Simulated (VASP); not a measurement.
Write the native input for VASP 6.6.1 that does the following.

| Property | Result |
| --- | --- |
| Task | single point |
| Functional | LDA |
| Potentials or basis | VASP PAW LDA potentials, release 64 (Cu_GW) |
| Cutoff | 550 eV |
| k mesh | 13 × 13 × 13 |
| Occupations | gaussian, width 0.02 eV |
| Spin | no spin polarisation |
| Further INCAR settings | ALGO = Normal; EDIFF = 1e-07; NBANDS = 12 |

The structure of Cu lies in POSCAR:

```
Cu
1.0
    0.0000000000      1.8075000000      1.8075000000
    1.8075000000      0.0000000000      1.8075000000
    1.8075000000      1.8075000000      0.0000000000
Cu
1
Direct
    0.0000000000      0.0000000000      0.0000000000
```

One way to write it, as run:

INCAR

```
SYSTEM = Cu
PREC = Accurate
ENCUT = 550
EDIFF = 1E-7
ISMEAR = 0
SIGMA = 0.02
LREAL = .FALSE.
LASPH = .TRUE.
NELM = 80
ALGO = Normal
ISIF = 2
LWAVE = .FALSE.
LCHARG = .TRUE.
LELF = .TRUE.
LVHAR = .TRUE.
NBANDS = 12
```

KPOINTS

```
regular mesh
0
G
  13 13 13
  0 0 0
```

Potentials or basis: VASP PAW LDA potentials, release 64 (Cu_GW).

Run with:

```console
$ cat potpaw_LDA.64/Cu_GW/POTCAR > POTCAR
$ mpirun -np 1 vasp_std > vasp.out
```

Results of the run:

```
Pressure               : -13.7 GPa
Band gap on the k mesh : none (metal or under the smearing width)
```

It took 10 s on 1 thread of Intel(R) Xeon(R) Platinum 8259CL CPU @ 2.50GHz (Skylake/Cascade Lake), with other jobs on the host, peak memory 0.13 GiB.
